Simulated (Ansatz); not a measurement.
**Migration of H in ZnS**

Level of theory: DFT PBE, scalar-relativistic, plane waves, PAW in Ansatz. Settings: 420 eV cutoff, 2×2×2 k-mesh, Gaussian smearing of 0.02 eV, no spin polarisation.

Host crystal, relaxed:

```cif
data_structure
_symmetry_space_group_name_H-M 'P 1'
_symmetry_Int_Tables_number 1
_cell_length_a 3.8441
_cell_length_b 3.8441
_cell_length_c 6.3046
_cell_angle_alpha 90.000
_cell_angle_beta 90.000
_cell_angle_gamma 120.000
_cell_volume 80.68
loop_
_atom_site_label
_atom_site_type_symbol
_atom_site_fract_x
_atom_site_fract_y
_atom_site_fract_z
_atom_site_occupancy
Zn1 Zn 0.33333 0.66667 0.00027 1
Zn2 Zn 0.66667 0.33333 0.50027 1
S1 S 0.33333 0.66667 0.37473 1
S2 S 0.66667 0.33333 0.87473 1
```

In a supercell of 12 host sites with charge -1, interstitial H hops to an equivalent place, moving 3.15 Å between the relaxed ends. Climbing-image nudged elastic band at fixed cell with images 0 (start) to 6 (end), the path measured over all atoms, converged to 0.05 eV/Å; the order of the saddle wasn't checked, and the small cell leaves errors of about a tenth of an eV. Zero-point motion and tunnelling, which matter for H, are left out.

Supercell rows in host cell vectors: 0 0 1; -2 -1 0; 1 -1 0. H was set at (0.000, 0.000, 0.429) of the host cell.

At the relaxed start H has 3 Zn at 1.90 Å.

What barrier does the band give, and what surrounds the atom at the top?

0.95 eV at image 3, where H has 3 Zn at 2.38 Å, 3 S at 2.56 Å, 3 Zn at 2.68 Å.

Cost: 1 run of about 4.5 core-minutes, on Arm Neoverse V1 (shared hosts).